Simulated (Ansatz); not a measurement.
# HfO2 (P2_1/c) in Ansatz: relaxation of cell and atoms with PBEsol

Aim: the relaxation of cell and atoms of HfO2 with PBEsol.

Everything below comes from runs of Ansatz 0.2.0. Logs are shortened: lines on timing, memory, paths and dates and some standing lists are left out, and cuts for length are marked.

### 1 Starting point

The structure is monoclinic, space group P2_1/c (No. 14). Conventional cell: a = 5.118 Å, b = 5.186 Å, c = 5.284 Å, α = 90.00°, β = 99.35°, γ = 90.00°. Hf (site symmetry 1) is surrounded by 7 O at 2.03 to 2.25 Å. Around O (site symmetry 1) lie 3 Hf at 2.03 to 2.12 Å. Around O (site symmetry 1) lie 4 Hf at 2.14 to 2.25 Å.

### 2 Relaxation of cell and atoms, PBEsol

input.yaml

```yaml
crystal:
  lattice:
    - [5.118, 0.0, 0.0]
    - [0.0, 5.1857, 0.0]
    - [-0.8586630598, 0.0, 5.2138671406]
  atoms:
    - { symbol: Hf, position: [0.2755, 0.4603, 0.708] }
    - { symbol: Hf, position: [0.7245, 0.9603, 0.792] }
    - { symbol: Hf, position: [0.7245, 0.5397, 0.292] }
    - { symbol: Hf, position: [0.2755, 0.0397, 0.208] }
    - { symbol: O, position: [0.0742, 0.1684, 0.8467] }
    - { symbol: O, position: [0.9258, 0.6684, 0.6533] }
    - { symbol: O, position: [0.9258, 0.8316, 0.1533] }
    - { symbol: O, position: [0.0742, 0.3316, 0.3467] }
    - { symbol: O, position: [0.4487, 0.7419, 0.9801] }
    - { symbol: O, position: [0.5513, 0.2419, 0.5199] }
    - { symbol: O, position: [0.5513, 0.2581, 0.0199] }
    - { symbol: O, position: [0.4487, 0.7581, 0.4801] }
hamiltonian:
  xc: pbesol
  pseudopotentials: { kind: paw }
kpoints:
  mp_grid: { grid: [5, 5, 5] }
scf:
  occupations: { method: fermi_dirac, width: 0.05 }
output:
  forces: true
  stress: true
relax:
  f_tol: 0.01
  max_steps: 40
  cell: { stress_tol: 0.05 }
```

Potentials or basis: Ansatz PAW.

Started as:

```sh
> ansatz run input.yaml --threads 4 --pin off --max-ram 11264MiB --backend cpu --events-out ev --progress --plain --runs-dir out
```

Output:

```text
Warning: RAYON_NUM_THREADS=4 ignored (pool sized by the plan → 4); use --threads N
Engine: ansatz 0.2.0, x86_64-unknown-linux-gnu
Pseudopotentials: kind: paw
Pseudopotential: Hf, paw, valence charge 26, recommended cutoff 420 eV (normal), Hf.paw.azcp
Pseudopotential: O, paw, valence charge 6, recommended cutoff 420 eV (normal), O.paw.azcp
Functional definition: PBEsol
  exchange = pbesol_x
  correlation = pbesol_c
Crystal: 12 atoms, lattice volume = 138.378 Å³
Basis set: ecut = 420 eV, 2699 PW (Γ), exchange–correlation on 72×72×72 points (8 copies of the dense FFT grid, shifted against one another)
Bands: 92, of which v1, the nominal top of the filled ones, is band 76 counted from 1 (75 counted from 0)
Symmetry: 4 space group operations
Space group: P21/c (ITA 14), of the structure as read, at distance tolerance 5.2e-5 Å
k-points: 39 of 125
Non-local potential: Hf, projectors of the file, l = 0: 3, l = 1: 2, l = 2: 2, l = 3: 3
Non-local potential: O, projectors of the file, l = 0: 2, l = 1: 2, l = 2: 1
PAW form: soft (Blöchl's): semilocal exchange-correlation on the pseudo side does not see the compensation charge
PAW frozen core: Hf, regenerated for the run's functional, and the local potential with it (the file was generated under x = pbe(κ = 0.804, μ = 0.2195149727645171), c = pbe(β = 0.06672455060314922))
PAW frozen core: O, regenerated for the run's functional, and the local potential with it (the file was generated under x = pbe(κ = 0.804, μ = 0.2195149727645171), c = pbe(β = 0.06672455060314922))
PAW one-centre angular grid: Hf, 590 points (default); XC on 64 Gauss nodes
PAW one-centre angular grid: O, 110 points (default); XC on 64 Gauss nodes
Initial density: superposition of atomic densities (neutral atoms: chi_scale 0, normalization atom), corrected by the library's trained network
Initial wavefunctions: pseudopotential atomic-orbital guess
Functional: x = pbesol(κ = 0.804, μ = 0.12345679012345678), c = pbesol(β = 0.046)
SCF iter   1: F=—  HF=-66901.211889 eV  |F-HF|=—  |Δ(HF+E_count)|=         —  Δρ=1.86e-2  dr2=3.90e-1  ethr=1.77e-3  ⟨swp⟩=5.4  Hψ=11254  notcnv=0  defer=110
preconditioner: auto → Resta (q_TF=auto, 2.771 Å⁻¹)  ε∞=5.4  [insulator: Δε(μ)=3.891 eV  Ē_g=18.056 eV  σ=0.050 eV  W_gap=1.00  n_scr=52 (ndim 8)  ℏωp=37.9 eV  f_vac=0.076  D(μ)=0.00/eV (n_scr^D=0)  ε∞_Penn≈5.4]
SCF iter   2: F=—  HF=-66901.113888 eV  |F-HF|=—  |Δ(HF+E_count)|=   9.80e-2  Δρ=3.02e-3  dr2=4.76e-3  ethr=2.57e-4  ⟨swp⟩=2.0  Hψ=6623  notcnv=0  defer=383
SCF iter   3: F=—  HF=-66901.114003 eV  |F-HF|=—  |Δ(HF+E_count)|=   1.14e-4  Δρ=1.52e-3  dr2=1.61e-3  ethr=3.13e-6  ⟨swp⟩=2.0  Hψ=5440  notcnv=0  defer=383
SCF iter   4: F=—  HF=-66901.114493 eV  |F-HF|=—  |Δ(HF+E_count)|=   4.90e-4  Δρ=6.23e-4  dr2=3.70e-4  ethr=1.06e-6  ⟨swp⟩=2.8  Hψ=6924  notcnv=0  defer=383
SCF iter   5: F=—  HF=-66901.114364 eV  |F-HF|=—  |Δ(HF+E_count)|=   1.29e-4  Δρ=1.44e-4  dr2=2.64e-5  ethr=2.43e-7  ⟨swp⟩=2.6  Hψ=7124  notcnv=0  defer=383
SCF iter   6: F=—  HF=-66901.114370 eV  |F-HF|=—  |Δ(HF+E_count)|=   5.79e-6  Δρ=2.72e-5  dr2=1.22e-6  ethr=1.74e-8  ⟨swp⟩=2.0  Hψ=6169  notcnv=0  defer=383
SCF iter   7: F=—  HF=-66901.114371 eV  |F-HF|=—  |Δ(HF+E_count)|=   6.36e-7  Δρ=1.24e-5  dr2=1.98e-7  ethr=6.58e-11  ⟨swp⟩=5.1  Hψ=15110  notcnv=0
SCF iter   8: F=-66901.114371 eV  HF=-66901.114371 eV  |F-HF|=5.53e-8  |Δ(HF+E_count)|=   3.81e-8  Δρ=8.00e-6  dr2=8.03e-8  ethr=6.58e-11  ⟨swp⟩=4.0  Hψ=11692  notcnv=0
SCF 1 converged in 8 iterations: F = -66901.114371 eV  dr2 = 8.03e-8
relax step   1: F+E_penalty+E_count = -66901.11437075 eV  Δ(F+E_penalty+E_count) = +0.000e0 eV  max|allowed force component| = 3.921e-1 eV/Å  Δτ_max = 0.0000 Å  P = -1.617 GPa  Ω = 138.378 Å³  (8 SCF iters, dr2 threshold 1.00e-7 eV, accepted)
Crystal: 12 atoms, lattice volume = 136.931 Å³
Basis set: ecut = 420 eV, 2679 PW (Γ), exchange–correlation on 72×72×72 points (8 copies of the dense FFT grid, shifted against one another)
Initial density: handed on by an earlier stage of this run
Initial wavefunctions: those handed on with the density
iter 1 solved again at ethr=3.06e-5 eV; its pass at ethr=3.10e-3 eV (dr2=4.65e-2 eV) is discarded
SCF iter   1: F=—  HF=-66901.151300 eV  |F-HF|=—  |Δ(HF+E_count)|=         —  Δρ=7.86e-3  dr2=4.51e-2  ethr=3.06e-5  ⟨swp⟩=3.1  Hψ=15057  notcnv=0
preconditioner: auto → Resta (q_TF=auto, 2.776 Å⁻¹)  ε∞=5.4  [insulator: Δε(μ)=3.920 eV  Ē_g=18.152 eV  σ=0.050 eV  W_gap=1.00  n_scr=52 (ndim 8)  ℏωp=38.1 eV  f_vac=0.071  D(μ)=0.00/eV (n_scr^D=0)  ε∞_Penn≈5.4]
SCF iter   2: F=—  HF=-66901.139698 eV  |F-HF|=—  |Δ(HF+E_count)|=   1.16e-2  Δρ=3.83e-3  dr2=8.64e-3  ethr=2.97e-5  ⟨swp⟩=2.9  Hψ=6902  notcnv=0
SCF iter   3: F=—  HF=-66901.137525 eV  |F-HF|=—  |Δ(HF+E_count)|=   2.17e-3  Δρ=8.92e-4  dr2=6.54e-4  ethr=5.68e-6  ⟨swp⟩=2.0  Hψ=7016  notcnv=0
SCF iter   4: F=—  HF=-66901.137337 eV  |F-HF|=—  |Δ(HF+E_count)|=   1.88e-4  Δρ=3.37e-4  dr2=8.12e-5  ethr=4.31e-7  ⟨swp⟩=2.0  Hψ=5987  notcnv=0
SCF iter   5: F=—  HF=-66901.137335 eV  |F-HF|=—  |Δ(HF+E_count)|=   2.67e-6  Δρ=1.18e-4  dr2=1.75e-5  ethr=5.34e-8  ⟨swp⟩=3.0  Hψ=7507  notcnv=0
SCF iter   6: F=—  HF=-66901.137333 eV  |F-HF|=—  |Δ(HF+E_count)|=   1.11e-6  Δρ=4.44e-5  dr2=2.80e-6  ethr=1.15e-8  ⟨swp⟩=2.0  Hψ=5766  notcnv=0
SCF iter   7: F=-66901.137334 eV  HF=-66901.137335 eV  |F-HF|=2.50e-7  |Δ(HF+E_count)|=   1.13e-6  Δρ=1.94e-5  dr2=4.34e-7  ethr=7.89e-10  ⟨swp⟩=4.0  Hψ=12622  notcnv=0
SCF 2 converged in 7 iterations: F = -66901.137334 eV  dr2 = 4.34e-7
relax step   2: F+E_penalty+E_count = -66901.13733436 eV  Δ(F+E_penalty+E_count) = -2.296e-2 eV  max|allowed force component| = 2.121e-1 eV/Å  Δτ_max = 0.0329 Å  P = +0.279 GPa  Ω = 136.931 Å³  energy of the carried Pulay correction = +7.604e-3 eV  (7 SCF iters, dr2 threshold 1.20e-6 eV, accepted)
Crystal: 12 atoms, lattice volume = 137.225 Å³
Basis set: ecut = 420 eV, 2685 PW (Γ), exchange–correlation on 72×72×72 points (8 copies of the dense FFT grid, shifted against one another)
iter 1 solved again at ethr=4.66e-6 eV; its pass at ethr=3.10e-3 eV (dr2=7.08e-3 eV) is discarded
SCF iter   1: F=—  HF=-66901.157568 eV  |F-HF|=—  |Δ(HF+E_count)|=         —  Δρ=3.04e-3  dr2=6.82e-3  ethr=4.66e-6  ⟨swp⟩=2.6  Hψ=14499  notcnv=0
preconditioner: auto → Resta (q_TF=auto, 2.775 Å⁻¹)  ε∞=5.4  [insulator: Δε(μ)=4.027 eV  Ē_g=18.145 eV  σ=0.050 eV  W_gap=1.00  n_scr=48 (ndim 8)  ℏωp=38.0 eV  f_vac=0.073  D(μ)=0.00/eV (n_scr^D=0)  ε∞_Penn≈5.4]
SCF iter   2: F=—  HF=-66901.155801 eV  |F-HF|=—  |Δ(HF+E_count)|=   1.77e-3  Δρ=1.47e-3  dr2=1.30e-3  ethr=4.49e-6  ⟨swp⟩=2.4  Hψ=6373  notcnv=0
SCF iter   3: F=—  HF=-66901.155471 eV  |F-HF|=—  |Δ(HF+E_count)|=   3.30e-4  Δρ=3.25e-4  dr2=7.48e-5  ethr=8.52e-7  ⟨swp⟩=2.0  Hψ=6389  notcnv=0
[... 63 lines left out ...]
Crystal: 12 atoms, lattice volume = 137.100 Å³
iter 1 solved again at ethr=5.33e-9 eV; its pass at ethr=3.10e-3 eV (dr2=8.09e-6 eV) is discarded
SCF iter   1: F=—  HF=-66901.152436 eV  |F-HF|=—  |Δ(HF+E_count)|=         —  Δρ=9.88e-5  dr2=7.25e-6  ethr=5.33e-9  ⟨swp⟩=3.0  Hψ=13166  notcnv=0
preconditioner: auto → Resta (q_TF=auto, 2.776 Å⁻¹)  ε∞=5.4  [insulator: Δε(μ)=4.025 eV  Ē_g=18.149 eV  σ=0.050 eV  W_gap=1.00  n_scr=48 (ndim 8)  ℏωp=38.1 eV  f_vac=0.072  D(μ)=0.00/eV (n_scr^D=0)  ε∞_Penn≈5.4]
SCF iter   2: F=—  HF=-66901.152383 eV  |F-HF|=—  |Δ(HF+E_count)|=   5.32e-5  Δρ=5.28e-5  dr2=2.25e-6  ethr=4.77e-9  ⟨swp⟩=1.0  Hψ=3588  notcnv=0
SCF iter   3: F=—  HF=-66901.152382 eV  |F-HF|=—  |Δ(HF+E_count)|=   1.95e-7  Δρ=1.78e-5  dr2=4.06e-7  ethr=1.48e-9  ⟨swp⟩=2.0  Hψ=5757  notcnv=0
SCF iter   4: F=—  HF=-66901.152382 eV  |F-HF|=—  |Δ(HF+E_count)|=   8.64e-8  Δρ=4.87e-6  dr2=3.52e-8  ethr=2.67e-10  ⟨swp⟩=2.0  Hψ=5919  notcnv=0
SCF iter   5: F=-66901.152382 eV  HF=-66901.152382 eV  |F-HF|=6.87e-9  |Δ(HF+E_count)|=   1.04e-8  Δρ=2.72e-6  dr2=8.08e-9  ethr=1.77e-11  ⟨swp⟩=4.5  Hψ=12855  notcnv=0
SCF 9 converged in 5 iterations: F = -66901.152382 eV  dr2 = 8.08e-9
relax step   9: F+E_penalty+E_count = -66901.15238232 eV  Δ(F+E_penalty+E_count) = -2.982e-4 eV  max|allowed force component| = 7.087e-4 eV/Å  Δτ_max = 0.0011 Å  P = -0.001 GPa  Ω = 137.100 Å³  energy of the carried Pulay correction = +2.813e-4 eV  (5 SCF iters, dr2 threshold 2.69e-8 eV, accepted)
iter 1 solved again at ethr=7.31e-8 eV; its pass at ethr=3.10e-3 eV (dr2=1.11e-4 eV) is discarded
SCF iter   1: F=—  HF=-66901.152141 eV  |F-HF|=—  |Δ(HF+E_count)|=         —  Δρ=6.13e-6  dr2=1.71e-8  ethr=7.31e-8  ⟨swp⟩=4.0  Hψ=22259  notcnv=0
eigensolver tolerance schedule: the retry pair's looser diagonalisation over-reported the residual by 6509.02 of it (diagonalisation noise at 0.18 of the residual, at the tolerance the schedule requests for it); recorded, not acted on — ethr = c·dr2/N_el stays at c = 1.0e-1
SCF iter   2: F=—  HF=-66901.152089 eV  |F-HF|=—  |Δ(HF+E_count)|=   5.27e-5  Δρ=2.90e-6  dr2=6.32e-9  ethr=1.12e-11  ⟨swp⟩=3.4  Hψ=9334  notcnv=0
SCF iter   3: F=—  HF=-66901.152089 eV  |F-HF|=—  |Δ(HF+E_count)|=  3.20e-10  Δρ=1.69e-6  dr2=1.93e-9  ethr=4.16e-12  ⟨swp⟩=2.0  Hψ=5239  notcnv=0
SCF iter   4: F=—  HF=-66901.152089 eV  |F-HF|=—  |Δ(HF+E_count)|=   1.08e-9  Δρ=5.07e-7  dr2=2.75e-10  ethr=1.27e-12  ⟨swp⟩=2.0  Hψ=5620  notcnv=0
SCF iter   5: F=-66901.152089 eV  HF=-66901.152089 eV  |F-HF|=2.91e-11  |Δ(HF+E_count)|=  2.91e-11  Δρ=2.41e-7  dr2=8.45e-11  ethr=1.00e-12  ⟨swp⟩=4.9  Hψ=13584  notcnv=0
SCF 10 converged in 5 iterations: F = -66901.152089 eV  dr2 = 8.45e-11
relax step  10: F+E_penalty+E_count = -66901.15208872 eV  Δ(F+E_penalty+E_count) = +2.936e-4 eV  max|allowed force component| = 7.542e-4 eV/Å  Δτ_max = 0.0000 Å  P = -0.003 GPa  Ω = 137.100 Å³  stress off target by 5.72e-3 GPa  SCF on the basis re-selected at this cell (its energy is not comparable with the rows above)  (5 SCF iters)
basis re-selected at this cell: Δ(F+E_penalty+E_count) = +2.936e-4 eV, ΔP = -0.002 GPa vs the last step (what re-selecting the basis moved, of the pressure what is left beyond the Pulay correction that the steps carried, after the strain that the cell walked since its last selection, with what the two solves' SCF thresholds leave and, on support functions, any second-order correction that the steps lacked; it is no measure of the basis error at this ecutwfc). This SCF's stress stands 5.72e-3 GPa from its target on what of the cell is left free (relax.cell.stress_tol is 5.00e-2 GPa) and its largest allowed force component is 7.54e-4 eV/Å (relax.f_tol is 1.00e-2 eV/Å): within both
SCF converged after 5 iterations
Free energy (F): -66901.152089 eV
Harris-Foulkes:  -66901.152089 eV  (|F-HF|=2.91e-11)
Internal energy: -66901.152089 eV  (E = F + TS)
E sigma→0 (E₀):  -66901.152089 eV
Fermi energy:    16.186454 eV
--- Per-component energies (eV) ---
  E_band       = 21.373055
  E_kinetic    = 3087.584632
  E_local      = -24508.323750  (includes V_loc(G=0)·N_el)
  E_nonlocal   = -4561.863541
  E_hartree    = 11209.062628
  E_xc         = -1774.188731
  E_vxc        = -1812.884881  (∫ρ·V_xc dr)
  E_paw        = -28447.484804  (= ΣΔE_a)
  E_vpaw       = 5398.716619  (= ΣTr[D̂ρ^β])
  E_aug_tail   = 0.019764  (compensation charges beyond the density's cutoff)
  E_ewald      = -21911.244956
  E_core_change = 5.286670  (= ΣΔE_core)
  E_smearing   = -0.000000  (= −TS)
  E_closure    = 0.000000  (closes the sum)
  Σ components = -66901.152089   (vs F -66901.152089, Δ=0.00e0)
--- Forces (eV/Å), atoms counted from 1 ---
  atom   1  Hf    -0.00075417     0.00069473     0.00027747
  atom   2  Hf     0.00075417     0.00069473    -0.00027747
  atom   3  Hf     0.00075417    -0.00069473    -0.00027747
  atom   4  Hf    -0.00075417    -0.00069473     0.00027747
  atom   5  O      0.00032378     0.00005612    -0.00025356
  atom   6  O     -0.00032378     0.00005612     0.00025356
  atom   7  O     -0.00032378    -0.00005612     0.00025356
  atom   8  O      0.00032378    -0.00005612    -0.00025356
  atom   9  O     -0.00060919     0.00046080     0.00019834
  atom  10  O      0.00060919     0.00046080    -0.00019834
  atom  11  O      0.00060919    -0.00046080    -0.00019834
  atom  12  O     -0.00060919    -0.00046080     0.00019834
  max |Σ_I F_I| component: 0.00e0 eV/Å
--- Stress (GPa, compression-positive) ---
       -0.003216       0.000000       0.002207
        0.000000      -0.000899       0.000000
        0.002207       0.000000      -0.003770
  P = ⅓ Tr σ = -0.0026 GPa (-0.026 kbar)
--- Relaxed structure (8 steps of the walk, 8 accepted, 2 SCFs on fresh bases) ---
  F+E_penalty+E_count = -66901.15208872 eV   max|allowed force component| = 7.542e-4 eV/Å   (the final SCF, on the basis selected at the relaxed cell)
  cell:  # Å, volume = 137.0996 Å³
    - [5.095900465310796, -1.155269975169063e-33, -0.012730715792401755]
    - [-1.273131928780323e-33, 5.176801919478178, 3.596291988325934e-33]
    - [-0.8679245304271851, 3.809649249889265e-33, 5.199178420425238]
  atoms:
    - { symbol: Hf, position: [0.27714743131044306, 0.45702506830745665, 0.7081700859702252] }
    - { symbol: Hf, position: [0.7228525686895569, 0.9570250683074569, 0.7918299140297745] }
    - { symbol: Hf, position: [0.7228525686895569, 0.5429749316925434, 0.2918299140297745] }
    - { symbol: Hf, position: [0.2771474313104431, 0.042974931692543454, 0.20817008597022546] }
    - { symbol: O, position: [0.07115470676533425, 0.16279649050439587, 0.8409925564541866] }
    - { symbol: O, position: [0.9288452932346659, 0.6627964905043959, 0.6590074435458135] }
    - { symbol: O, position: [0.9288452932346659, 0.8372035094956041, 0.1590074435458136] }
    - { symbol: O, position: [0.07115470676533424, 0.3372035094956042, 0.3409925564541863] }
    - { symbol: O, position: [0.4471548893680677, 0.7418250634034028, 0.9799654195804474] }
    - { symbol: O, position: [0.5528451106319323, 0.24182506340340257, 0.5200345804195525] }
    - { symbol: O, position: [0.5528451106319323, 0.25817493659659746, 0.020034580419552646] }
    - { symbol: O, position: [0.4471548893680678, 0.7581749365965973, 0.47996541958044736] }
```

Wall time 3 min (4 threads of Intel Xeon at 2.50GHz (Skylake/Cascade Lake), shared host); peak memory 0.84 GiB.

Results:

```yaml
Free_energy: -66901.1521 eV
Relaxed_volume: 11.42 Å³/atom
Relaxed_cell: a = 5.096 Å, b = 5.177 Å, c = 5.271 Å, α = 90.00°, β = 99.62°, γ = 90.00°
Space_group_after_relaxing_to_0.05_Å: P2_1/c (No. 14)
Energy_gained_by_relaxing: 3.1 meV/atom
Ionic_steps: 10
Pressure_after_relaxing: 0.0 GPa
Band_gap_on_the_k_mesh: 4.03 eV
```

The path:
| step | energy change (eV) | largest force (eV/Å) | volume (Å³) |
| --- | --- | --- | --- |
| 1 | 0.0000 | 0.4473 | 138.38 |
| 2 | -0.0230 | 0.2232 | 136.93 |
| 3 | -0.0410 | 0.0639 | 137.23 |
| 4 | -0.0420 | 0.0468 | 137.27 |
| 5 | -0.0429 | 0.0511 | 137.28 |
| 6 | -0.0440 | 0.0254 | 137.12 |
| 7 | -0.0440 | 0.0021 | 137.15 |
| 8 | -0.0377 | 0.0019 | 137.15 |
| 9 | -0.0380 | 0.0010 | 137.10 |
| 10 | -0.0377 | 0.0011 | 137.10 |

Final structure:
```xyz
12
Lattice="5.0959 0.0000 -0.0127 0.0000 5.1768 0.0000 -0.8679 0.0000 5.1992" Properties=species:S:1:pos:R:3 pbc="T T T"
Hf    0.7977    2.3659    3.6784
Hf    2.9963    4.9543    4.1077
Hf    3.4303    2.8109    1.5081
Hf    1.2316    0.2225    1.0788
O    -0.3673    0.8428    4.3716
O     4.1613    3.4312    3.4145
O     4.5953    4.3340    0.8149
O     0.0666    1.7456    1.7720
O     1.4281    3.8403    5.0893
O     2.3659    1.2519    2.6967
O     2.7999    1.3365    0.0971
O     1.8621    3.9249    2.4897
```

Caveat: odd divisions of the mesh miss points on the zone boundary, where band edges often lie, so the gap on the mesh can be too wide; the plane-wave basis is chosen anew once the cell has moved, so the energies of steps on either side of that aren't comparable; the pressure holds a Pulay correction of +0.8 GPa for the finite cutoff; spin-orbit coupling is left out, which moves the levels of the heavy elements; the PAW data sets come from PBE, with cores solved anew for the run's functional, which leaves a small shift of forces and pressure. A k mesh can miss the band edges.
